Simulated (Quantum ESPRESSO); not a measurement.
BN (P6_3/mmc), B K edge of atom 3, with 3 N at 1.44 Å (trigonal planar, site symmetry -6m2). Method: Quantum ESPRESSO XSpectra, LDA, full core hole (charged cell), 16-atom cell with 5.0 Å between holes, 5×5×4 k points, dipole transitions, Lorentzian half width 0.3 eV up to 4 eV, rising linearly to 2.5 eV at 25 eV (counted from xe0, 0.3 eV below the zero used here).

```
CELL_PARAMETERS angstrom
2.49824 0.00000 0.00000
-1.24912 2.16354 0.00000
0.00000 0.00000 6.63570
ATOMIC_POSITIONS crystal
N 0.66667 0.33333 0.25000
N 0.33333 0.66667 0.75000
B 0.66667 0.33333 0.75000
B 0.33333 0.66667 0.25000
```

Energy from the lowest empty level; a common scale on which the isotropic spectrum has a mean of 1 over the first 20 eV.

```csv
E (eV),curve 1,curve 2
-2.0,0.17,0.02
-1.0,0.41,0.02
0.0,2.52,0.03
1.0,8.21,0.03
2.0,0.85,0.05
3.0,0.50,0.07
4.0,0.88,0.16
5.0,0.52,0.57
6.0,0.41,1.88
7.0,0.47,2.53
8.0,0.60,1.95
9.0,0.84,2.08
10.0,0.78,1.49
11.0,0.64,1.26
12.0,0.62,1.10
13.0,0.60,1.07
14.0,0.56,1.02
15.0,0.53,1.03
16.0,0.49,1.04
17.0,0.48,0.92
18.0,0.46,0.78
19.0,0.45,0.71
20.0,0.46,0.75
21.0,0.46,0.87
22.0,0.45,0.96
23.0,0.46,0.96
24.0,0.48,0.84
25.0,0.50,0.69
26.0,0.50,0.56
27.0,0.51,0.46
28.0,0.53,0.38
29.0,0.57,0.32
30.0,0.60,0.28
31.0,0.63,0.26
32.0,0.64,0.25
```

The database entry behind the starting cell differs from later determinations by our own check (about 0.3 % short, minor phase), so it need not match the best structure at ambient conditions.

The curves are for the electric vector along different Cartesian axes of the cell as given, averaged over the symmetry-equivalent atoms. Which is which?

Curve 1: along z (c), main maxima 0.9 eV (9.00), 4.0 eV (0.90) and 9.3 eV (0.86). Curve 2: along x (⊥ c) (the other in-plane axis gives the same curve within 3 %), main maxima 7.0 eV (2.54), 8.8 eV (2.11) and 22.5 eV (0.97). A K edge sees empty p states; at this planar three-fold site the curve for the electric vector normal to the plane peaks at 0.9 eV, where it is mainly π* that absorbs: that direction carries over 70 % of the weight there. Each direction probes the empty orbitals that point along it. The holes are only 5.0 Å apart, so the shape is probably not converged with cell size; no larger cell was run here. The structure is a published determination, not relaxed.

[Banner, clock and machine lines of the logs are left out without a mark of their own.]

[Logs are printed without paths, hosts, clocks, repeated set-up lines and the standing remarks that a program may print on its own settings, such as how far it seeks lower states.]

[Hosts, paths, dates, database ids (printed as entryN), source tags and the programs' standing remarks are cut or masked in the printed files.]

[Lists of maxima count a maximum above −3 eV only where it reaches 4 % of the highest in the window and stands out from its surroundings by 2 % of it (1.5 % where it reaches 55 %); shoulders and weaker maxima are passed over, and of the rest the first, up to two pre-edge ones and the few strongest are named.]
